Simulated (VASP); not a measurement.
# Au (Fd-3m) in VASP: further runs, part 2 of 2

VASP 6.6.1.

### 4 Single point, revPBE

This run uses another cell than the first one, of 32.68 Å³/atom, 1.080 times its volume.

INCAR

```
SYSTEM = Au
ALGO     = Fast           ! electronic algorithm
EDIFF    = 1E-7           ! SCF threshold, eV
ENCUT    = 520            ! plane-wave cutoff, eV
GGA      = RE             ! functional
ISIF     = 2              ! what is computed and relaxed
ISMEAR   = -1             ! smearing method
LASPH    = .TRUE.         ! aspherical terms in the spheres
LCHARG   = .FALSE.        ! write CHGCAR
LREAL    = .FALSE.        ! projectors in reciprocal space
LWAVE    = .FALSE.        ! write WAVECAR
NBANDS   = 18             ! bands
NELM     = 80             ! most SCF steps
PREC     = Accurate       ! precision mode
SIGMA    = 0.1            ! smearing width, eV
```

KPOINTS

```
k-points
0
G
  14 14 14
  0 0 0
```

POSCAR

```
Au
1.0
    0.0000000000      3.1970951552      3.1970951552
    3.1970951552      0.0000000000      3.1970951552
    3.1970951552      3.1970951552      0.0000000000
Au
2
Direct
    0.1250000000      0.1250000000      0.1250000000
    0.8750000000      0.8750000000      0.8750000000
```

Potentials or basis: VASP PAW PBE potentials, release 64 (Au).

Run with:

```sh
$ cat potpaw_PBE.64/Au/POTCAR > POTCAR
$ mpirun -np 1 vasp_std > vasp.out
```

OUTCAR:

```text
SYSTEM = Au
   EDIFF = 1E-7
   ENCUT = 520
   GGA = RE
   ISIF = 2
   ISMEAR = -1
   LASPH = .TRUE.
   LREAL = .FALSE.
   NELM = 80
   PREC = Accurate

 ion  position               nearest neighbor table
   1  0.125  0.125  0.125-   2 2.77   2 2.77   2 2.77   2 2.77
   2  0.875  0.875  0.875-   1 2.77   1 2.77   1 2.77   1 2.77

  LATTYP: Found a face centered cubic cell.
 ALAT       =     6.3941903104

  Lattice vectors:

 A1 = (   0.0000000000,   3.1970951552,   3.1970951552)
 A2 = (   3.1970951552,   0.0000000000,   3.1970951552)
 A3 = (   3.1970951552,   3.1970951552,   0.0000000000)

Analysis of symmetry for initial positions (statically):
=====================================================================
 Subroutine PRICEL returns:
 Original cell was already a primitive cell.

 Routine SETGRP: Setting up the symmetry group for a
 face centered cubic supercell.

 Subroutine GETGRP returns: Found 48 space group operations
 (whereof 12 operations were pure point group operations)
 out of a pool of 48 trial point group operations.

The static configuration has the point symmetry D_3d.
 The point group associated with its full space group is O_h .

Analysis of symmetry for dynamics (positions and initial velocities):
=====================================================================
 Subroutine PRICEL returns:
 Original cell was already a primitive cell.

 Routine SETGRP: Setting up the symmetry group for a
 face centered cubic supercell.

 Subroutine GETGRP returns: Found 48 space group operations
 (whereof 12 operations were pure point group operations)
 out of a pool of 48 trial point group operations.

The dynamic configuration has the point symmetry D_3d.
 The point group associated with its full space group is O_h .

 Subroutine INISYM returns: Found 48 space group operations
 (whereof 12 operations are pure point group operations),
 and found     1 'primitive' translations

[... 107 lines left out ...]
   EMIN   =  10.00;   EMAX   =-10.00  energy-range for DOS
   EFERMI =   0.00;   METHOD = LEGACY
   ISMEAR =    -1;   SIGMA  =   0.10  broadening in eV -4-tet -1-fermi 0-gaus
   EFERMI_NEDOS =   21; number of points for ismear=-14 and -15
   IALGO  =     68    algorithm
   IMIX   =      4    mixing-type and parameters
     AMIX     =   0.40;   BMIX     =  1.00
     AMIX_MAG =   1.60;   BMIX_MAG =  1.00
  volume/ion in A,a.u.               =      32.68       220.53
  Fermi-wavevector in a.u.,A,eV,Ry     =   1.138807  2.152033 17.645145  1.296882
  Thomas-Fermi vector in A             =   2.275511
   LORBIT       =      0    0 simple, 1 ext, 2 COOP (PROOUT), +10 PAW based schemes
   GGA     = RE    functional components
   LHFCALC =     F    Hartree Fock is set to
   AEXX    =    0.0000 exact exchange contribution
   IVDW    =     0    specifies the selected vdW correction
   LEPSILON=     F    determine dielectric tensor
   LRPA    =     F    only Hartree local field effects (RPA)
 non-spin polarized calculation
 RMM-DIIS sequential band-by-band and
  energy-cutoff  :      520.00
  volume of cell :       65.36
 maximum number of plane-waves:      1807
 NGX is ok and might be reduce to    36
   NGX = 17   NGY = 17   NGZ = 17

 number of electron      22.0000000 magnetization

 Free energy of the ion-electron system (eV)
  ---------------------------------------------------
  ext. energy  EPLUGINS =         0.00000000
  ---------------------------------------------------
  free energy    TOTEN  =        -4.21343584 eV

  energy without entropy =       -4.19006063  energy(sigma->0) =       -4.20174824

 E-fermi :   1.9897     XC(G=0):  -8.5329

 val. band max:        1.8720758241   @ k =   0.5000   0.0714   0.0000
 cond. band min:       1.9900596822   @ k =  -0.3571   0.4286   0.0714
 fundamental gap:      0.1179838580
 Fermi energy:         1.9896897795

 k-point     1 :       0.0000    0.0000    0.0000
  band No.  band energies     occupation
      1      -3.2489      2.00000
      2      -1.6187      2.00000
      3      -1.6187      2.00000
      4      -1.6187      2.00000
      5      -1.5973      2.00000
      6      -1.5973      2.00000
[... 481 lines left out ...]
      5      -1.3585      2.00000
      6      -1.1574      2.00000
[... 10 lines left out ...]
     17      12.9701      0.00000
     18      14.3449      0.00000

 [... further k-points ...]
[... 5 lines left out ...]
  --------------------------------------------------------------------------------------
  -------------------------------------------------------------------------------------
  Total       -1.1025047     -1.1025047     -1.1025047     -0.0000000      0.0000000      0.0000000
  in kB      -27.0267837    -27.0267837    -27.0267837     -0.0000000      0.0000000      0.0000000
  external PRESSURE =     -27.0267837 kB  Pullay stress =       0.0000000 kB

 VOLUME and BASIS-vectors are now :
 -----------------------------------------------------------------------------
  energy-cutoff  :      520.00
  volume of cell :       65.36
      direct lattice vectors                 reciprocal lattice vectors
     0.000000000  3.197095155  3.197095155    -0.156391967  0.156391967  0.156391967
     3.197095155  0.000000000  3.197095155     0.156391967 -0.156391967  0.156391967
     3.197095155  3.197095155  0.000000000     0.156391967  0.156391967 -0.156391967

 POSITION                                       TOTAL-FORCE (eV/Angst)
 -----------------------------------------------------------------------------------
      0.79927      0.79927      0.79927         0.000000     -0.000000     -0.000000
      5.59492      5.59492      5.59492        -0.000000      0.000000      0.000000
 -----------------------------------------------------------------------------------
    total drift:                                0.000000      0.000000      0.000000

  FREE ENERGIE OF THE ION-ELECTRON SYSTEM (eV)
  ---------------------------------------------------
  free  energy   TOTEN  =        -4.2134358405 eV

  energy  without entropy=       -4.1900606317  energy(sigma->0) =       -4.20174824
```

Wall time 2 min (1 thread of Intel Xeon Platinum 8488C (Sapphire Rapids), shared host); peak memory 0.26 GiB.

Results:

| Item | Value |
| --- | --- |
| Free energy | -4.2134 eV |
| Pressure | -2.7 GPa |
| Band gap on the k mesh | none (metal or under the smearing width) |

Caveat: the PAW data sets were made with another functional, which shifts forces and pressure a little. Spin-orbit coupling is left out, which matters for the levels of Au.

### 5 Overview

| cell | gap on the mesh (eV) | pressure (GPa) |
| --- | --- | --- |
| Fd-3m, 30.26 Å³/atom | none | 0.0 |
| Fd-3m, 29.05 Å³/atom | none | 2.1 |
| Fd-3m, 32.68 Å³/atom | none | -2.7 |

Alike in all rows: task single point; level revPBE; potentials or basis VASP PAW PBE potentials, release 64 (Au); no spin polarisation; k mesh 14 × 14 × 14; cutoff (eV) 520; smearing fermi-dirac 0.1 eV.

Every run on the cell as given and a fine mesh finds a metal.

Caveats: the PAW data sets were made with another functional, which shifts forces and pressure a little.

Absolute energies hang on the potentials; compare differences alone.
